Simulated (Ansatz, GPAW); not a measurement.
# A Ga chain with a Ti atom bridging one bond: relaxation, then transmission at several levels, part 4 of 4

How well does a Ga chain with a Ti atom bridging one bond conduct once its atoms have relaxed, and how much do cheaper levels lose?

GPAW 26.7.0 and Ansatz 0.2.0; Ansatz plane waves; relaxation of the junction with the lead ends held (the session's first sound run).

So far, transmission at the Fermi level (one spin): step 3 (plane-wave reference (PBE)) 1.02; step 5 (GPAW, szp: basis = "szp(dzp)", PBE, GPAW) 0.959; step 6 (minimal basis, PBE, GPAW) 0.930; step 7 (LDA in the dzp basis: xc = "LDA") 0.998; step 8 (without the relaxation: geometry = "as built", PBE, GPAW) 1.89.

## Step 10: Comparison

The curves are compared point by point over the common energies.

This step: comparison of transmission and cost over codes, levels and geometry (GPAW 26.7.0).

Ladder, by row:

```
   step    code  T at the Fermi level (sum over the listed spins)  conductance (G0)  r.m.s. T(E) from the first  wall time (s)  peak memory (GiB)  threads
 pw-pbe  Ansatz                                             1.021             1.058                           0          90.29              2.602        4
    dzp    GPAW                                            0.9684             1.008                     0.07802          67.22               1.06        1
    szp    GPAW                                            0.9587            0.9963                       0.128          50.31               1.04        1
     sz    GPAW                                            0.9298            0.9666                      0.1876          36.72               0.95        1
dzp-LDA    GPAW                                            0.9978             1.034                      0.1153          50.76               1.06        1
asbuilt    GPAW                                             1.893             1.863                      0.5461          53.81               1.07        1
```

Transmission, zone mean, sum over the listed spins against energy, zero at the Fermi level:

```
energy (eV)  pw-pbe    dzp     szp      sz  dzp-LDA  asbuilt
     -2.000   0.190  0.206   0.158   0.151    0.165    0.884
     -1.800   0.169  0.192  0.0925  0.0634    0.128    0.858
     -1.600   0.116  0.159  2.4e-8  4.3e-8   1.0e-7    0.769
     -1.400   0.514  0.403   0.601   0.513    0.517    0.958
     -1.200   0.372  0.364   0.507   0.503    0.439    0.868
     -1.000   0.457  0.469   0.578   0.604    0.530    0.820
     -0.800   0.647  0.683   0.741   0.793    0.724    0.758
     -0.600   0.917  0.923   0.922   0.937    0.949    0.670
     -0.550   0.950  0.943   0.921   0.915    0.976    0.637
     -0.400   0.963  0.957   0.983   0.982    0.947    0.494
     -0.200    1.01  0.990   0.960   0.921     1.00     1.22
      0.000    1.02  0.968   0.959   0.930    0.998     1.89
      0.075    1.36   1.30    1.28    1.24     1.29     1.76
      0.100    1.35   1.36    1.35    1.34     1.38     1.67
      0.200   0.525  0.556   0.565   0.593    0.596     1.19
      0.325    1.06  0.806   0.375   0.410    0.232    0.821
      0.400   0.173  0.180   0.152   0.133    0.214    0.853
      0.600   0.266  0.266   0.254   0.204    0.265    0.819
      0.800   0.796  0.787   0.700   0.520    0.729     1.30
      1.000    1.61   1.63    1.58    1.49     1.52     2.07
      1.200    1.73   1.75    1.78    1.81     1.70     2.61
      1.400    1.92   1.88    1.92    1.95     1.87     2.62
      1.525    2.06   1.95    1.98    1.99     1.94     2.43
      1.550    2.09   1.96    1.99    1.99     1.95     2.37
      1.600    2.12   1.97    1.98    1.98     1.96     2.23
      1.625    2.14   1.97    1.97    1.97     1.96     2.16
      1.675    2.14   1.96    1.94    1.92     1.94     2.01
      1.800    2.02   1.86    1.77    1.72     1.86     1.85
      2.000    1.45   1.44    1.34    1.27     1.52     2.13
```

## Step 11: Smearing 0.05, functional revPBE, basis szp(dzp): width = 0.05, xc = "revPBE" and basis = "szp(dzp)"

Smearing helps the SCF of a metal converge, but it blurs occupations at band edges near the Fermi level. The functional moves levels against the Fermi level. A smaller basis is cheaper in every inversion.

This step: GPAW LCAO, PAW setups; Landauer transmission from Green's functions with principal layers (ASE), zero bias (GPAW 26.7.0).

File run.py:

```python
import json
import numpy as np
from ase import Atoms
from ase.transport.calculators import TransportCalculator
from gpaw import GPAW, FermiDirac
from gpaw.lcao.tools import get_lcao_hamiltonian
from scipy.linalg import eigh

# The junction with lead layers at both ends, along the third cell vector
device = Atoms(
    ['Ga', 'Ga', 'Ga', 'Ga', 'Ga', 'Ga', 'Ti', 'Ga', 'Ga', 'Ga', 'Ga', 'Ga', 'Ga'],
    positions=[
        [4.50000, 4.50000, 1.27500],
        [4.50000, 4.50000, 3.82500],
        [4.50000, 4.50000, 6.37500],
        [4.50000, 4.50000, 8.92500],
        [3.70278, 3.97104, 11.58088],
        [4.41115, 4.37608, 14.11772],
        [6.45866, 4.65808, 15.44824],
        [4.45052, 4.41295, 16.84997],
        [3.50311, 4.61759, 19.32042],
        [4.50000, 4.50000, 21.87500],
        [4.50000, 4.50000, 24.42500],
        [4.50000, 4.50000, 26.97500],
        [4.50000, 4.50000, 29.52500]],
    cell=[[9.0, 0.0, 0.0], [0.0, 9.0, 0.0], [0.0, 0.0, 30.8]],
    pbc=True)

# One principal layer of the lead: the first 3 atoms of the device
lead = Atoms(
    ['Ga', 'Ga', 'Ga'],
    positions=[
        [4.50000, 4.50000, 1.27500],
        [4.50000, 4.50000, 3.82500],
        [4.50000, 4.50000, 6.37500]],
    cell=[[9.0, 0.0, 0.0], [0.0, 9.0, 0.0], [0.0, 0.0, 7.65]],
    pbc=True)

settings = dict(mode='lcao', basis='szp(dzp)', xc='revPBE', h=0.2,
                occupations=FermiDirac(0.05), maxiter=250,
                mixer=dict(beta=0.1, nmaxold=8, weight=100.0),
                convergence=dict(density=0.0001))
energies = np.arange(-2, 2 + 1e-9, 0.025)
eta = 0.0001
n1, n2 = 1, 1
# k and -k transmit alike, so half of the mesh across the current serves
mesh = [(i, j) for i in range(n1) for j in range(n2) if (i, j) <= (-i % n1, -j % n2)]
weights = np.array([1 if (i, j) == (-i % n1, -j % n2) else 2 for i, j in mesh]) / (n1 * n2)

# [... helper functions left out ...]
fermi_lead = ground_state(lead, (1, 1, 15), 'lead.txt')
fermi_device = ground_state(device, (1, 1, 3), 'device.txt')
# [... loop over the mesh left out, but for ...]
        # Shift the lead onto the potential of the device's first layer
        shift = ((H[:, 0, 0] - H0[:, 0, 0]) / S0[0, 0]).real.mean()
# [...]
kT = 8.617333e-5 * 300
bias = [0.1, 0.2, 0.5, 1.0, 1.5, 2.0]
# [... integrals and printing left out ...]
```

Command:

```sh
$ OMP_NUM_THREADS=1 OPENBLAS_NUM_THREADS=1 python run.py
```

The program printed:

```text
basis functions: device 124, principal layer 27
Fermi level: lead -3.1114 eV, device -2.8062 eV; lead shifted by -0.0173 eV
largest coupling past the next layer 5.83e-05 eV, largest misfit of the first layer 0.049 eV
  E-E_F (eV)   T (one spin)  [channel counts left out]
    -2.000    1.7797e-01
    -1.975    1.7369e-01
    -1.950    1.6922e-01
    -1.925    1.6448e-01
    -1.900    1.5937e-01
    -1.875    1.5380e-01
    -1.850    1.4759e-01
    -1.825    1.4057e-01
    -1.800    1.3247e-01
    -1.775    1.2293e-01
    -1.750    1.1147e-01
    -1.725    9.7357e-02
    -1.700    7.9512e-02
    -1.675    5.6229e-02
    -1.650    2.4660e-02
    -1.625    2.8040e-07
[...]
1.825    1.7003e+00
     1.850    1.6473e+00
     1.875    1.5917e+00
     1.900    1.5348e+00
     1.925    1.4778e+00
     1.950    1.4220e+00
     1.975    1.3686e+00
     2.000    1.3189e+00
conductance at 300 K: 1.0938 G0 a cell; thermopower -13.65 uV/K
current from the zero-bias T(E) at 0.1 V: 8.4167 uA
current from the zero-bias T(E) at 0.2 V: 16.302 uA
current from the zero-bias T(E) at 0.5 V: 33.857 uA
current from the zero-bias T(E) at 1.0 V: 57.823 uA
current from the zero-bias T(E) at 1.5 V: 79.31 uA
current from the zero-bias T(E) at 2.0 V: 113.83 uA
```

Run time: 54 s. Hardware: 1 thread of Arm Neoverse V2, shared host; peak memory 1 GiB.

Numbers from this step:

| Property | Result |
| --- | --- |
| conductance | 1.094 G₀ |
| thermopower | -13.65 μV/K |
| largest coupling past the next principal layer | 5.83e-5 eV |
| largest misfit of the first principal layer | 0.04890 eV |
| shift that aligns the lead | -0.01733 eV |
| basis functions of the junction | 124 |
| basis functions of a principal layer | 27 |
| transmission at the Fermi level (one spin) | 1.090 |

One spin. The transmission, zone mean by energy, zero at the Fermi level:

energy (eV), transmission, zone mean and a bar:
```
   -2.000       0.18 ###
   -1.800       0.13 ##
   -1.600       0.00 
   -1.400       0.63 ##########
   -1.200       0.49 #######
   -1.000       0.55 ########
   -0.800       0.72 ###########
   -0.600       0.88 #############
   -0.400       0.99 ###############
   -0.200       0.94 ##############
    0.000       1.09 ################
    0.050       1.33 ####################
    0.200       0.39 ######
    0.375       0.71 ###########
    0.400       0.10 ##
    0.600       0.25 ####
    0.800       0.76 ############
    1.000       1.64 #########################
    1.200       1.79 ###########################
    1.400       1.93 #############################
    1.550       1.98 ##############################
    1.600       1.98 ##############################
    1.800       1.75 ##########################
    2.000       1.32 ####################
```

Not self-consistent under bias; the bias window is split evenly. Table of current through one cell, from the zero-bias transmission by bias:

```
bias (V)  current through one cell, from the zero-bias transmission (μA)
   0.100                                                            8.42
   0.200                                                            16.3
   0.500                                                            33.9
   1.000                                                            57.8
   1.500                                                            79.3
   2.000                                                             114
```

Table of transmission of the three most open eigenchannels by energy, zero at the Fermi level:

```
energy (eV)  channel 1  channel 2  channel 3
     -2.000      0.178          0          0
     -1.900      0.159          0          0
     -1.800      0.132          0          0
     -1.700     0.0795          0          0
     -1.600     7.3e-8          0          0
     -1.500     9.6e-8          0          0
     -1.400      0.631          0          0
     -1.300      0.505          0          0
     -1.200      0.485          0          0
     -1.100      0.506          0          0
     -1.000      0.554          0          0
     -0.900      0.625          0          0
     -0.800      0.717          0          0
     -0.700      0.813          0          0
     -0.600      0.882          0          0
     -0.500      0.998          0          0
     -0.400      0.990          0          0
     -0.300      0.975    5.5e-11    3.6e-11
     -0.200      0.885     0.0414    0.00932
     -0.100      0.593      0.254     0.0306
      0.000      0.704      0.346     0.0399
      0.100      0.762      0.282     0.0439
      0.200      0.225      0.120     0.0437
      0.300      0.196     0.0668     0.0189
      0.400     0.0918     0.0110    0.00104
      0.500      0.101     0.0700    0.00929
      0.600      0.132     0.0963     0.0234
      0.700      0.180      0.168     0.0660
      0.800      0.387      0.246      0.131
      0.900      0.768      0.368      0.161
      1.000      0.985      0.502      0.153
      1.100      0.988      0.622      0.127
      1.200      0.965      0.730     0.0961
      1.300      0.960      0.830     0.0670
      1.400      0.973      0.913     0.0414
      1.500      0.995      0.961     0.0208
      1.600      0.993      0.977    0.00661
      1.700      0.992      0.911     2.5e-4
      1.800      0.956      0.792    0.00234
      1.900      0.867      0.658     0.0105
      2.000      0.750      0.552     0.0170
```

The conductance, 1.09 G₀, lies 8.5 % above that of the dzp run.

## Step 12: Outcome

```
conductance                                        : 1.01 G₀
transmission at the Fermi level, mean of the spins : 0.968
thermopower                                        : -14.7 μV/K
```

In words: In the dzp basis the junction conducts 1.01 G₀ at 300 K, with T = 0.968 a spin at the Fermi level; the sz basis reaches that conductance within 10 %. Relaxation moved atoms by up to 1.0 Å and took the conductance from 1.86 to 1.01 G₀, as a ratio a larger change than the step from dzp to the minimal basis. Plane waves (PBE) give T = 1.02 there. At the Fermi level the three most open eigenchannels pass 0.58, 0.35 and 0.034. The negative thermopower says that the thermally weighted transmission is larger above the Fermi level, as for electron-like transport. Measured against the first run (pw-pbe), the nearest curve is that of dzp (r.m.s. 0.078) and the farthest that of asbuilt (0.55). Over the compared runs wall time goes from 37 s (sz) to 90 s (pw-pbe), on a shared host; the plane-wave run used 4 threads and the orbital runs 1. The leads kept an estimated spacing and the cell its length, so the junction may be under some tension or compression. The run had no spin polarisation, so a magnetic state, which chains and small molecules with open shells often have, wasn't tested. An evenly spaced straight chain is an idealisation: free chains tend to dimerise, zigzag or, where a band edge lies near the Fermi level, turn magnetic. The currents use the zero-bias T(E) throughout, which holds only while the bias is small against the distance to the nearest feature.

[Logs are printed without paths, hosts, clocks, repeated set-up lines and the standing remarks that a program may print on its own settings, such as how far it seeks lower states.]

[Hosts, paths, dates, database ids (printed as entryN), source tags and the programs' standing remarks are cut or masked in the printed files.]
